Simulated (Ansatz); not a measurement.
# SiNi at a changed volume: Ni-61 nuclear quadrupole resonance

Cell: a diffraction structure from the COD, relaxed with PBE at fixed cell and then changed (volume scaled by 1.02, ions relaxed).

```cif
data_SiNi
_symmetry_space_group_name_H-M 'Pnma'
_symmetry_Int_Tables_number 62
_cell_length_a 5.2074
_cell_length_b 3.3602
_cell_length_c 5.6420
_cell_angle_alpha 90.000
_cell_angle_beta 90.000
_cell_angle_gamma 90.000
loop_
_atom_site_label
_atom_site_type_symbol
_atom_site_symmetry_multiplicity
_atom_site_Wyckoff_symbol
_atom_site_fract_x
_atom_site_fract_y
_atom_site_fract_z
Si Si 4 c 0.3203 0.7500 0.0826
Ni Ni 4 c 0.0076 0.2500 0.1886
```

One atom of each set is listed.

The numbers come from a DFT calculation in Ansatz (PBE, plane waves and PAW, scalar-relativistic, collinear spin, 420 eV cutoff, Γ-centred 9×14×9 k-points, Fermi–Dirac smearing 0.05 eV). Start moments as typed (μB): 1.5 on each Ni, none on the rest.

Ni-61: I = 3/2, Q = 162.0 mb (year-2017 value). Static lattice, zero field.

(1) At which frequencies do the Ni-61 NQR lines lie?

Answers

(1) For I = 3/2 there is one line, ν = (|C_Q|/2)(1 + η²/3)^½.

```json
{"site": "Ni", "atoms": "4", "V_zz (10²¹ V/m²)": "-0.75", "C_Q (MHz)": "-2.93", "η": "0.57", "line frequencies (MHz)": "1.54"}
```

The run finds no gap above 0.1 eV (a metal, or nearly one), so the gradients can move by 10 % or more with the k-mesh. With these PAW files V_zz is typically within 2 to 3 % of all-electron values, but misses above 10 % occur on Ni. The start moments die out, and the run ends without spin.
